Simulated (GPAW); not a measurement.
A run of GPAW 26.7.0 is set up as follows.

File run.py:

```python
from ase import Atoms
from ase.dft.bandgap import bandgap
from ase.io import write
from gpaw import GPAW, PW
from gpaw.response.df import DielectricFunction

atoms = Atoms(['Ta'],
              cell=[[-1.65128, 1.65128, 1.65128],
                    [1.65128, -1.65128, 1.65128],
                    [1.65128, 1.65128, -1.65128]],
              scaled_positions=[[0.0, 0.0, 0.0]],
              pbc=True)

calc = GPAW(mode=PW(400),
            xc='RPBE',
            kpts={'size': (9, 9, 9), 'gamma': True},
            occupations={'name': 'fermi-dirac', 'width': 0.05},
            nbands=15,
            convergence={'density': 1e-06},
            maxiter=150,
            txt='gpaw.txt')
atoms.calc = calc
energy = atoms.get_potential_energy()
calc.write('gs.gpw')
write('result.traj', atoms)
print(f'Energy: {energy:.6f} eV')
print('Fermi level:', round(calc.get_fermi_level(), 4), 'eV')
print(f'Gap: {bandgap(calc)[0]:.4f} eV, direct: {bandgap(calc, direct=True)[0]:.4f} eV')

dense = calc.fixed_density(kpts={'size': (28, 28, 28), 'gamma': True},
                           nbands=23, convergence={'bands': 17, 'eigenstates': 1e-7},
                           update_fermi_level=True, txt='dense.txt')
dense.write('dense.gpw', mode='all')

df = DielectricFunction('dense.gpw', frequencies={'type': 'nonlinear', 'domega0': 0.05, 'omega2': 10},
                        eta=0.1, ecut=50, nbands=17, rate='eta', txt='df.txt')
for direction in ['x']:
    df.get_dielectric_function(xc='RPA', direction=direction, filename=f'df_{direction}.csv')
```

Potentials or basis: the program's PAW data sets (release 1.2.1) made for this functional, pw.

Command:

```bash
$ OMP_NUM_THREADS=1 python run.py
```

Q: Predict the band gap on the k mesh.

A: None (metal or under the smearing width).

Dielectric function (mean over the directions given):
| energy (eV) | real part | imaginary part |
| --- | --- | --- |
| 0.67 | -136.07 | 49.30 |
| 1.26 | -29.13 | 13.17 |
| 1.89 | -5.73 | 7.51 |
| 2.54 | 4.34 | 11.52 |
| 3.17 | 2.43 | 12.90 |
| 3.76 | 2.02 | 11.96 |
| 4.44 | 4.86 | 10.97 |
| 5.01 | 4.06 | 17.12 |
| 5.68 | -8.82 | 13.60 |
| 6.31 | -7.34 | 6.63 |
| 6.87 | -5.12 | 4.71 |
| 7.55 | -2.57 | 3.31 |
| 8.16 | -1.79 | 3.03 |
| 8.80 | -1.28 | 4.13 |
| 9.47 | -1.57 | 4.15 |
| 10.16 | -1.63 | 3.17 |
| 10.78 | -1.66 | 2.59 |
| 11.41 | -1.47 | 2.36 |
| 12.08 | -1.43 | 2.22 |
| 12.65 | -1.21 | 1.91 |
| 13.36 | -0.90 | 1.75 |
| 13.97 | -0.83 | 1.81 |
| 14.61 | -0.80 | 1.79 |
| 15.26 | -1.20 | 1.55 |
| 15.94 | -1.23 | 1.24 |
| 16.64 | -0.97 | 0.87 |
| 17.36 | -1.01 | 0.70 |
| 18.12 | -0.68 | 0.38 |
| 18.90 | -0.39 | 0.27 |
| 19.87 | -0.15 | 0.26 |

Caveat: the intraband term hangs on this k mesh; the long-wavelength limit can be off by several per cent where d states take part; independent-particle spectra lack excitons. Spin-orbit coupling is left out, which matters for the levels of Ta.
